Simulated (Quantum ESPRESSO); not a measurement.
Here is a Quantum ESPRESSO 7.5 calculation.

Contents of pw.in:

```
&CONTROL
  calculation = 'scf'
  prefix = 'pwscf'
  outdir = './tmp'
  pseudo_dir = './pseudo'
  tprnfor = .true.
  disk_io = 'nowf'
/
&SYSTEM
  ibrav = 0
  nat = 1
  ntyp = 1
  ecutwfc = 70
  nbnd = 14
  input_dft = 'XC-005I-000I-000I-000I-497L-498L'
  occupations = 'smearing'
  smearing = 'fd'
  degauss = 0.00367493
  nqx1 = 4
  nqx2 = 4
  nqx3 = 4
  ecutfock = 140
  exx_fraction = 0.1
  nosym = .true.
/
&ELECTRONS
  conv_thr = 1d-07
  electron_maxstep = 120
  mixing_beta = 0.5
  adaptive_thr = .true.
/
ATOMIC_SPECIES
Pt   195.0840 Pt_ONCV_PBE-1.2.upf
CELL_PARAMETERS bohr
   0.0000000000    3.7055639578    3.7055639578
   3.7055639578    0.0000000000    3.7055639578
   3.7055639578    3.7055639578    0.0000000000
ATOMIC_POSITIONS bohr
Pt     0.0000000000    0.0000000000    0.0000000000
K_POINTS automatic
4 4 4 0 0 0
```

Potentials or basis: SG15 PBE 1.2.

The run is started by

```bash
$ OMP_NUM_THREADS=1 mpirun -n 2 pw.x -nk 2 -in pw.in > pw.out
```

Estimate the band gap on the k mesh.

none (metal or under the smearing width).

Caveat: the k mesh is coarse (spacing up to 0.69 Å⁻¹), so the values aren't converged; the mesh is coarse for exact exchange, which widens gaps. The run has no spin-orbit coupling, so splittings on Pt are missing.
